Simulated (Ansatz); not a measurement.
# TiSi2: the cost of one run

Program: Ansatz 0.2.0. Level of theory: DFT PBE, scalar-relativistic, plane waves, PAW. These are calculated values, not measurements.

4 further runs of the same task are left out: 4 set aside as unsound or not needed.

## (1) Starting point

The structure is orthorhombic, space group Fddd (No. 70). The conventional cell has a = 4.808 Å, b = 8.270 Å, c = 8.559 Å, α = 90.00°, β = 90.00°, γ = 90.00°. Around Ti (site symmetry 222) lie 10 Si at 2.56 to 2.79 Å. Around Si (site symmetry 2) lie 5 Si at 2.53 to 2.80 Å and 5 Ti at 2.56 to 2.79 Å.

Coordinates:

```cif
data_structure
_symmetry_space_group_name_H-M 'P 1'
_symmetry_Int_Tables_number 1
_cell_length_a 5.9510
_cell_length_b 4.9085
_cell_length_c 4.7831
_cell_angle_alpha 75.752
_cell_angle_beta 53.077
_cell_angle_gamma 51.171
_cell_volume 85.08
loop_
_atom_site_label
_atom_site_type_symbol
_atom_site_fract_x
_atom_site_fract_y
_atom_site_fract_z
_atom_site_occupancy
Ti1 Ti 0.75000 0.75000 0.75000 1
Ti2 Ti 0.50000 0.50000 0.50000 1
Si1 Si 0.08682 0.41318 0.08682 1
Si2 Si 0.41318 0.08682 0.41318 1
Si3 Si 0.16318 0.83682 0.16318 1
Si4 Si 0.83682 0.16318 0.83682 1
```

It is the result of an earlier relaxation at this level (volume 14.18 Å³/atom; gap on the mesh: none (metal)).

## (2) Zero of energy

The reference gives a free energy of -7545.9370 eV, pressure 0.00 GPa, largest force 0.006 eV/Å and gap on the mesh none (metal). It was computed beforehand with the settings of the runs below.

## (3) Next: moving one atom along a line

Atom 3 (Si) is moved by x along the Cartesian unit vector (-0.474, 0.249, -0.844); the cell and all other atoms stay fixed. Forces below are components along that vector, summed over the moved atoms. In a periodic cell its images move with it.

## (4) x = -0.100 Å

input.yaml reads:

```yaml
crystal:
  lattice:
    - [0.0, 4.1351811254, 4.2795976059]
    - [2.4038689114, 0.0, 4.2795976059]
    - [2.4038689114, 4.1351811254, 0.0]
  atoms:
    - { symbol: Ti, position: [0.75, 0.75, 0.75] }
    - { symbol: Ti, position: [0.5, 0.5, 0.5] }
    - { symbol: Si, position: [0.0838116185, 0.4359185565, 0.0838116185] }
    - { symbol: Si, position: [0.4131755411, 0.0868244589, 0.4131755411] }
    - { symbol: Si, position: [0.1631755411, 0.8368244589, 0.1631755411] }
    - { symbol: Si, position: [0.8368244589, 0.1631755411, 0.8368244589] }
basis:
  ecutwfc: 420
kpoints:
  mp_grid: { grid: [14, 14, 14] }
hamiltonian:
  xc: pbe
scf:
  occupations: { method: gaussian, width: 0.15 }
output:
  forces: true
  stress: true
  eigenvalues: true
  write_density: true
  write_potential: true
  elf: true
  volumetric_format: npy
```

Run with:

```
$ ansatz run input.yaml --threads 1 --pin off --max-ram 2560MiB --backend cpu --events-out ev --progress --plain --runs-dir out
```

Q: Estimate wall time and peak memory on 1 thread of AMD EPYC 9R45 (Zen 5), shared host.

About 1.8 min, with a peak of 2.4 GiB.
